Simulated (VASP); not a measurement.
CdSe (strained zincblende): one PBE single-point calculation in two programs

```
Cd Se
1.0
     0.03813    3.07523    3.07523
     3.07523    0.03813    3.07523
     3.07523    3.07523    0.03813
Cd Se
1 1
Cartesian
  0.0084 0.0084 0.0084
  1.5388 1.5388 1.5388
```

Datasets and cutoffs are each program's own. VASP's cell holds 18 valence electrons and Ansatz's 36. Ansatz's stress includes a Pulay correction; VASP's doesn't.

Cutoffs: 520 eV in VASP, 420 eV in Ansatz. k meshes: 8×8×8 and 8×8×8.

```
                              VASP   Ansatz
gap between bands v and c  0.55 eV  0.55 eV
         least direct gap  0.55 eV  0.55 eV
                 pressure  2.3 GPa  2.0 GPa
```

Band v is the last that the valence electrons fill when counted band by band, and c is the next. Levels in eV from the top of v, Ansatz:

```
point    v−1      v     c   c+1
    Γ   0.00   0.00  0.55  5.79
    X  -1.88  -1.77  3.13  3.74
    K  -2.46  -1.55  3.61  5.19
    L  -0.81  -0.73  2.31  6.39
    W  -2.22  -2.15  4.92  5.21
```

VASP:

```csv
point,v−1,v,c,c+1
Γ,0.00,0.00,0.55,5.78
X,-1.88,-1.78,3.12,3.73
K,-2.46,-1.55,3.60,5.19
L,-0.81,-0.73,2.31,6.37
W,-2.22,-2.16,4.92,5.21
```
